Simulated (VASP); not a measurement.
From VASP inputs to Ansatz: GaN (zincblende)

INCAR

```
LWAVE = .FALSE.
IBRION = -1
NELM = 120
PREC = Accurate
LASPH = .TRUE.
SIGMA = 0.02
LREAL = .FALSE.
ENCUT = 520
GGA = PE
ISMEAR = -1
EDIFF = 1E-7
ISIF = 2
NBANDS = 16
LCHARG = .FALSE.
NSW = 0
```

KPOINTS

```
KPOINTS created by Atomic Simulation Environment
0
Gamma
10 10 10
0 0 0
```

KPOINTS_OPT

```
special points
6
Reciprocal
0.0000000000 0.0000000000 0.0000000000 1
-0.5000000000 -0.5000000000 0.0000000000 1
-0.3750000000 -0.3750000000 0.2500000000 1
-0.3750000000 0.0000000000 0.3750000000 1
0.0000000000 0.0000000000 0.5000000000 1
-0.5000000000 -0.2500000000 0.2500000000 1
```

POSCAR

```
Ga N
 1.0000000000000000
     0.0000000000000000    2.2489525410988409    2.2489525410988409
     2.2489525410988409    0.0000000000000000    2.2489525410988409
     2.2489525410988409    2.2489525410988409    0.0000000000000000
 Ga  N
   1   1
Cartesian
  0.0000000000000000 -0.0000000000000000  0.0000000000000000
  1.1244762705494205  1.1244762705494205  1.1244762705494205
```

VASP ran with the recommended PBE PAW datasets (18 valence electrons in the cell).

**Question.** Write an Ansatz input for this cell and level of theory.

**Answer.** 

```yaml
crystal:
  lattice:
    - [0.0, 2.2489525411, 2.2489525411]
    - [2.2489525411, 0.0, 2.2489525411]
    - [2.2489525411, 2.2489525411, 0.0]
  atoms:
    - { symbol: Ga, position: [0.0, 0.0, 0.0] }
    - { symbol: "N", position: [0.25, 0.25, 0.25] }
kpoints:
  mp_grid: { grid: [10, 10, 10] }
  band_path:
    path:
      - [0.0, 0.0, 0.0]
      - [-0.5, -0.5, 0.0]
      - [-0.375, -0.375, 0.25]
      - [-0.375, 0.0, 0.375]
      - [0.0, 0.0, 0.5]
      - [-0.5, -0.25, 0.25]
    npoints: 1
hamiltonian:
  xc: pbe
scf:
  occupations: { method: fermi_dirac, width: 0.02 }
  n_extra_bands: 4
output:
  forces: true
  stress: true
  eigenvalues: true
```

Other inputs would serve too.

|  | VASP | Ansatz |
| --- | --- | --- |
| gap between bands v and c | 1.76 eV | 1.76 eV |
| least direct gap | 1.76 eV | 1.76 eV |
| pressure | 6.2 GPa | 6.2 GPa |

The two codes use different PAW datasets and cutoffs. VASP's cell holds 18 valence electrons and Ansatz's 18. Ansatz's stress includes a Pulay correction; VASP's doesn't.
